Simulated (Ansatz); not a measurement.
Crystal: TaN.

```
Ta N
1.0
     2.93800    0.00000    0.00000
    -1.46900    2.54438    0.00000
     0.00000    0.00000    2.88300
Ta N
1 1
Direct
  0.33333 0.66667 0.50000
  0.00000 0.00000 0.00000
```

Base run:

* Program: Ansatz 0.2.0
* Functional: LDA
* Potentials or basis: all-electron LAPW, scalar-relativistic
* Cutoff: 350 eV (chosen from the basis error)
* Basis error allowed: 0.001 eV/atom
* k mesh: 7 × 7 × 7
* Occupations: gaussian, width 0.05 eV
* Spin: collinear spin, random start
* Starting moments: [0.25, 0.0] μB
* Hubbard terms: Ta d U = 2 eV

Its results: pressure -9.8 GPa; net moment 0.00 μB per cell.

Task: The run is repeated on the same cell with these changes: hubbard terms from Ta d U = 2 eV to Ta d U = 4 eV; moments at the start from [0.25, 0.0] to [-0.08, 0.0]. What comes out?

Result: Pressure -7.9 GPa; net moment 0.00 μB per cell.

Caveats: the k mesh is thin for a metal, which can move the energy by tens of meV per atom; U is the effective U less J, on atomic orbitals that reach past the spheres; the starting moments weren't kept.
